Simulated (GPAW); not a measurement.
**PbS (Galena) in GPAW: the effect of volume scale**

Crystal: PbS (Galena).

```
Pb S
1.0
     0.00000    2.90521    2.90521
     2.90521    0.00000    2.90521
     2.90521    2.90521    0.00000
Pb S
1 1
Direct
  0.00000 0.00000 0.00000
  0.50000 0.50000 0.50000
```

Alike in all runs:

| Item | Value |
| --- | --- |
| Program | GPAW 26.7.0 |
| Task | dielectric tensor |
| Functional | PBE |
| Potentials or basis | GPAW PAW data sets (gpaw-data 1.2.1) |
| Cutoff | 500 eV |
| Basis | pw |
| k mesh | 6 × 6 × 6 |
| Occupations | fermi-dirac, width 0.001 eV |
| Spin | no spin polarisation |

```csv
volume scale,gap on the mesh (eV),dielectric constant (mean)
0.94,?,?
0.96,0.15,25.89
0.98,0.23,19.24
1,0.31,17.27
1.02,0.38,16.22
1.04,0.45,15.49
1.06,0.51,14.93
```

Problem. What does the run with volume scale 0.94 give?

Solution. gap on the mesh 0.06 eV; dielectric constant 155.67 mean.

Worked out: A straight line through the other rows of the gap on the mesh, of slope 3.61 eV per unit of volume scale, extrapolates to 0.09 eV, against the run's 0.06. A parabola through the other rows of the dielectric constant, of slope -317  per unit of volume scale there, extrapolates to 30.78 , against the run's 155.67.

Caveats: the gap is small at this level, which inflates the dielectric constant; the long-wavelength limit can be off by a per cent or two; spin-orbit coupling is left out, which as a rule narrows the gap of such compounds by several tenths of an eV.

A k mesh can miss the band edges.
